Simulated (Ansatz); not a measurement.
How KF answers to pressure

```
K F
1.0
     0.00000    2.70989    2.70989
     2.70989    0.00000    2.70989
     2.70989    2.70989    0.00000
K F
1 1
Direct
  0.00000 0.00000 0.00000
  0.50000 0.50000 0.50000
```

The structure comes from a relaxation in the same program, started in the rocksalt type, and has space group Fm-3m. Whether it is a known phase or the ground state wasn't checked.

The calculation used Ansatz 0.2.0, DFT, PBE, all-electron LAPW, scalar-relativistic.

Numerical set-up: a Γ-centred 16×16×16 k mesh, Fermi–Dirac smearing of 0.08 eV, basis error target 1 meV/atom, no spin polarisation.

The cell is scaled evenly with fractional coordinates held. Semilocal gaps are too small, but their slopes carry over better.

| V/V(cell) | P (GPa) | gap on the k mesh (eV) |
| --- | --- | --- |
| 0.9750 | 0.80 | 6.088 |
| 1.0000 | 0.02 | 5.960 |
| 1.0250 | -0.66 | 5.838 |
| 1.0500 | -1.24 | 5.722 |

From the rows at 0.9750 and 1.0250, what is the bulk modulus at the cell's volume?

B = −ΔP/Δln V = −[(-0.66) − (0.80)]/0.05001 = 29.2 GPa.

What are the gap's volume deformation potential and pressure coefficient?

dEg/dln V = (5.838 − 6.088)/0.05001 = -5.00 eV, and dEg/dP = −(dEg/dln V)/B = 171 meV/GPa: pressure widens the gap.

Predict the row at V/V(cell) = 0.9500. How far is a linear estimate of P off?

P = 1.70 GPa, gap 6.224 eV. The linear estimate P(cell) − B ln(V/V(cell)) = 1.52 GPa misses by 0.18 GPa, since the modulus grows under compression.
